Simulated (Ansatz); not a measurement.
**TiTe2: a single-point run**

The task is a single-point run on TiTe2. The structure is shown as the input types it. The cell is built on a prototype (3R-MoS2 type) and needn't be the phase found in nature.

Program: Ansatz 0.2.0. Level of theory: density functional or hybrid calculation with the settings of its input, plane waves (as first typed). These are calculated values, not measurements.

3 further runs of the same task are left out: 3 that didn't finish.

**1. The system as given**

It takes space group R3m (No. 160, trigonal). Conventional cell: a = 3.760 Å, b = 3.760 Å, c = 20.445 Å, α = 90.00°, β = 90.00°, γ = 120.00°. Ti (site symmetry 3m) is surrounded by 6 Te at 2.78 to 2.80 Å. Around Te (site symmetry 3m) lie 3 Ti at 2.80 Å. Te (site symmetry 3m) is surrounded by 3 Ti at 2.78 Å.

As a file:

```
Ti Te
1.0
     1.88006    1.08545    6.81515
    -1.88006    1.08545    6.81515
     0.00000   -2.17091    6.81515
Ti Te
1 2
Direct
  0.99969 0.99969 0.99969
  0.41913 0.41913 0.41913
  0.24784 0.24784 0.24784
```

**2. The calculation**

File input.yaml:

```yaml
crystal:
  lattice:
    - [1.8800618773, 1.085454231, 6.8151508306]
    - [-1.8800618773, 1.085454231, 6.8151508306]
    - [0.0, -2.170908462, 6.8151508306]
  atoms:
    - { symbol: Ti, position: [-0.0003050363, -0.0003050363, -0.0003050363] }
    - { symbol: Te, position: [0.4191340031, 0.4191340031, 0.4191340031] }
    - { symbol: Te, position: [0.2478376999, 0.2478376999, 0.2478376999] }
kpoints:
  mp_grid: { grid: [6, 6, 6] }
hamiltonian:
  xc: pbe
scf:
  occupations: { method: fermi_dirac, width: 0.02 }
  n_extra_bands: 4
  max_iter: 76
output:
  forces: true
  stress: true
  eigenvalues: true
basis:
  ecutwfc: 120
```

The run is started by

```sh
$ ansatz run input.yaml --threads 4 --pin off --max-ram 3686MiB --backend cpu --events-out ev --progress --plain --runs-dir out
```

Q: Will this input give a usable result? If not, why, and what should change?

The run converged and reported no error, with warnings (cutoff below recommended). It gives a largest force of 2.2 eV/Å, which is large; a structure far from rest gives such values too, whatever the setting.

Look at the input: basis.ecutwfc is 120. With so few plane waves the basis is incomplete by a wide margin. The potentials' recommended cutoff is 420 eV.

The test: delete basis.ecutwfc (the default then holds).
